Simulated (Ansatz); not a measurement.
## SnS: Quadrupolar parameters

The cell is a Materials Project structure (computed, not necessarily an observed phase) whose atoms were relaxed with PBE, the cell held.

```cif
data_SnS
_symmetry_space_group_name_H-M 'Pnma'
_symmetry_Int_Tables_number 62
_cell_length_a 11.3920
_cell_length_b 3.9569
_cell_length_c 4.5328
_cell_angle_alpha 90.000
_cell_angle_beta 90.000
_cell_angle_gamma 90.000
loop_
_atom_site_label
_atom_site_type_symbol
_atom_site_symmetry_multiplicity
_atom_site_Wyckoff_symbol
_atom_site_fract_x
_atom_site_fract_y
_atom_site_fract_z
Sn Sn 4 c 0.6204 0.2500 0.3629
S S 4 c 0.3503 0.2500 0.0244
```

One atom of each set is listed.

All values are calculated (Ansatz; DFT, r2SCAN, plane waves and PAW, scalar-relativistic, 500 eV cutoff, Γ-centred 3×8×7 k-points, Fermi–Dirac smearing 0.01 eV), not measured.

V_zz is the principal component of the electric field gradient with the largest magnitude, η = (V_xx − V_yy)/V_zz and C_Q = eQV_zz/h. ν_Q = 3|C_Q|/[2I(2I − 1)].

³³S: I = 3/2, Q = -69.40 mb. Quadrupole moments are those of Pyykkö's year-2017 table.

```
site  atoms     first shell  C_Q (MHz)     η  ν_Q (MHz)
   S      4  3 Sn at 2.67 Å       6.72  0.08       3.36
```

At S V_zz stands upright on the plane through its three neighbours (within 12°).

Sn has no stable isotope with a ground-state quadrupole moment in the table, so these sites are left out.

Without spin–orbit coupling (the program notes it for Sn) the gradients can shift somewhat, as the gap is small.

The run took 2.5 min of wall time (2.5 min of CPU time) and 1 GiB at its peak, on 1 thread of Arm Neoverse N1 (aarch64; 36 cores open to the job, memory cap 3.0 GiB, no GPU), a shared host with a load of 0.9 a core.
